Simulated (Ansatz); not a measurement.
The structure comes from a relaxation in the same program, started in the rocksalt type. Whether it is a known phase or the ground state wasn't checked. The listed cell was then made from it by scaling, straining or moving an atom.

NbAs: DFT, LDA, all-electron LAPW, scalar-relativistic (Ansatz 0.2.0). What sets it apart from a plain run of this crystal: functional lda, volume scaled by 0.96.

Command: `ansatz run input.yaml --threads 1 --pin off --max-ram 2048MiB --backend cpu --events-out ev --progress --plain --runs-dir out` The run took about 20 s on 1 thread of a shared machine.

```yaml
crystal:
  lattice:
    - [0.0, 2.6019534278, 2.6019534278]
    - [2.6019534278, 0.0, 2.6019534278]
    - [2.6019534278, 2.6019534278, 0.0]
  atoms:
    - { symbol: Nb, position: [0.0, 0.0, 0.0] }
    - { symbol: As, position: [0.5, 0.5, 0.5] }
kpoints:
  mp_grid: { grid: [11, 11, 11] }
scf:
  occupations: { method: fermi_dirac, width: 0.05 }
hamiltonian:
  xc: lda
  pseudopotentials: { kind: all_electron, lapw: { basis_error: 0.00025 } }
output:
  forces: true
  stress: true
  eigenvalues: true
```

Output (standing set-up lines are left out):

```
LAPW: plane waves up to 8.986 Å⁻¹, error target 2.5e-4 eV per atom; small_component_spin mean_spin; As in spheres of 1.304 Å, 23 of its electrons in bands, Dirac shells []; Nb in spheres of 1.298 Å, 31 of its electrons in bands, Dirac shells []
Functional definition: SPW92
  exchange = slater_x
  correlation = pw_c
Crystal: 2 atoms, lattice volume = 35.231 Å³
Basis set: ecut = 307.67566458064056 eV, 411 PW (Γ), exchange–correlation at level 2
Functional: x = slater, c = lda
iter 1 solved again at ethr=4.21e-3 eV; its pass at ethr=1.00e-1 eV (dr2=2.27e0 eV) is discarded
SCF iter   1: F=—  HF=-165279.341846 eV  |F-HF|=—  |Δ(HF+E_count)|=         —  Δρ=6.17e-2  dr2=2.27e0  ethr=4.21e-3  ⟨swp⟩=2.0  Hψ=11227  notcnv=0
preconditioner: auto → Kerker (q_TF=auto, 2.930 Å⁻¹)  [metal: Δε(μ)=0.054 eV  Ē_g=9.740 eV  σ=0.050 eV  W_gap=0.25  n_scr=14 (ndim 8)  ℏωp=19.8 eV  f_vac=0.000  D(μ)=1.54/eV (n_scr^D=14)]
iter 2 solved again at ethr=4.01e-4 eV; its pass at ethr=4.21e-3 eV (dr2=2.17e-1 eV) is discarded
SCF iter   2: F=—  HF=-165278.391097 eV  |F-HF|=—  |Δ(HF+E_count)|=   9.51e-1  Δρ=1.90e-2  dr2=2.16e-1  ethr=4.01e-4  ⟨swp⟩=2.0  Hψ=9324  notcnv=0
SCF iter   3: F=—  HF=-165278.373077 eV  |F-HF|=—  |Δ(HF+E_count)|=   1.80e-2  Δρ=1.58e-2  dr2=1.62e-1  ethr=4.01e-4  ⟨swp⟩=2.0  Hψ=5520  notcnv=0
SCF iter   4: F=—  HF=-165278.356530 eV  |F-HF|=—  |Δ(HF+E_count)|=   1.65e-2  Δρ=2.88e-3  dr2=1.33e-3  ethr=3.01e-4  ⟨swp⟩=2.0  Hψ=5306  notcnv=0
SCF iter   5: F=—  HF=-165278.350455 eV  |F-HF|=—  |Δ(HF+E_count)|=   6.07e-3  Δρ=1.41e-3  dr2=3.89e-4  ethr=2.46e-6  ⟨swp⟩=2.0  Hψ=5532  notcnv=0
SCF iter   6: F=—  HF=-165278.349418 eV  |F-HF|=—  |Δ(HF+E_count)|=   1.04e-3  Δρ=7.25e-4  dr2=1.49e-4  ethr=7.21e-7  ⟨swp⟩=2.0  Hψ=5530  notcnv=0
SCF iter   7: F=—  HF=-165278.349405 eV  |F-HF|=—  |Δ(HF+E_count)|=   1.31e-5  Δρ=2.52e-4  dr2=2.17e-5  ethr=2.77e-7  ⟨swp⟩=2.0  Hψ=5529  notcnv=0
SCF iter   8: F=—  HF=-165278.349405 eV  |F-HF|=—  |Δ(HF+E_count)|=   3.16e-7  Δρ=5.98e-5  dr2=1.85e-6  ethr=4.02e-8  ⟨swp⟩=2.0  Hψ=5529  notcnv=0
SCF iter   9: F=-165278.349404 eV  HF=-165278.349404 eV  |F-HF|=2.01e-8  |Δ(HF+E_count)|=   6.49e-7  Δρ=1.07e-5  dr2=3.87e-8  ethr=3.42e-9  ⟨swp⟩=2.0  Hψ=5529  notcnv=0
SCF 1 converged in 9 iterations: F = -165278.349404 eV  dr2 = 3.87e-8
SCF converged after 9 iterations
Free energy (F): -165278.349404 eV
Harris-Foulkes:  -165278.349404 eV  (|F-HF|=2.01e-8)
Internal energy: -165278.328814 eV  (E = F + TS)
E sigma→0 (E₀):  -165278.339109 eV
Entropy (-TS):   -0.020590 eV (-10.295 meV/atom)
Fermi energy:    18.043861 eV
--- Per-component energies (eV) ---
  E_band       = -5752.209390
  E_kinetic    = 170183.742993
  E_xc         = -5329.336957
  E_electrostatic = -330132.734850  (all electrons and nuclei)
  E_smearing   = -0.020590  (= −TS)
  E_closure    = 0.000000  (closes the sum)
  E_atoms      = -165261.092880  (free atoms, spherical and without spin; not in F)
  Σ components = -165278.349404   (vs F -165278.349404, Δ=0.00e0)
  Basis errors (estimates in eV, not in F): energy 8.1e-5 per atom: plane waves 7.5e-5 (4.1e-5 summed), levels above the bands 1.0e-65, relativity 6.5e-9, radial functions 5.1e-6, core shells 2.4e-13; eigenvalues (radial functions only) 4.1e-7; not estimated: angular momenta, meshes, grids; target (lapw.basis_error) 2.5e-4; muffin-tin radii As 1.304 Å, Nb 1.298 Å
--- Forces (eV/Å), atoms counted from 1 ---
  atom   1  Nb     0.00000000     0.00000000     0.00000000
  atom   2  As     0.00000000     0.00000000    -0.00000000
  max |Σ_I F_I| component: 4.80e-30 eV/Å
--- Stress (GPa, compression-positive) ---
       -2.240024      -0.000000      -0.000000
       -0.000000      -2.240024       0.000000
       -0.000000       0.000000      -2.240024
  P = ⅓ Tr σ = -2.2400 GPa (-22.400 kbar)
--- Band table (eV; the first three rows and the last of 56) ---
  k-point 0: bands = ["-416.8616", "-325.4789", "-325.4789", "-325.4789", "-175.7265", "-175.7265", "-175.7258", "-175.7258", "-175.7258", "-166.6498", "-110.5685", "-110.5685", "-110.5685", "-37.5869", "-18.1698", "-18.1698", "-18.1376", "-18.1376", "-18.1376", "-13.6818", "-13.6818", "-13.6818", "4.2630", "16.4024", "16.4024", "16.4024", "17.0583", "17.0583", "17.8495", "17.8495", "17.8495", "23.0085", "25.5619"]
  k-point 1: bands = ["-416.8616", "-325.4789", "-325.4789", "-325.4789", "-175.7265", "-175.7265", "-175.7258", "-175.7258", "-175.7258", "-166.6498", "-110.5685", "-110.5685", "-110.5685", "-37.5857", "-18.1710", "-18.1710", "-18.1376", "-18.1373", "-18.1373", "-13.6985", "-13.6813", "-13.6813", "4.3962", "15.7818", "16.0269", "16.0269", "16.6695", "16.6695", "17.8915", "18.9198", "18.9198", "23.6465", "25.8322"]
  k-point 2: bands = ["-416.8616", "-325.4789", "-325.4789", "-325.4789", "-175.7265", "-175.7265", "-175.7258", "-175.7258", "-175.7258", "-166.6498", "-110.5685", "-110.5685", "-110.5685", "-37.5824", "-18.1743", "-18.1743", "-18.1377", "-18.1367", "-18.1367", "-13.7427", "-13.6799", "-13.6799", "4.7790", "14.4678", "15.0698", "15.0698", "16.9839", "16.9839", "18.0015", "20.4479", "20.4479", "24.7414", "26.3730"]
  k-point 55: bands = ["-416.8616", "-325.4789", "-325.4789", "-325.4789", "-175.7265", "-175.7265", "-175.7258", "-175.7258", "-175.7258", "-166.6498", "-110.5685", "-110.5685", "-110.5685", "-37.5671", "-18.1786", "-18.1668", "-18.1366", "-18.1355", "-18.1318", "-13.8083", "-13.7995", "-13.7337", "6.2371", "12.9966", "13.2351", "13.7192", "18.1114", "18.6232", "19.4142", "19.7516", "20.5004", "26.4863", "27.4892"]
```
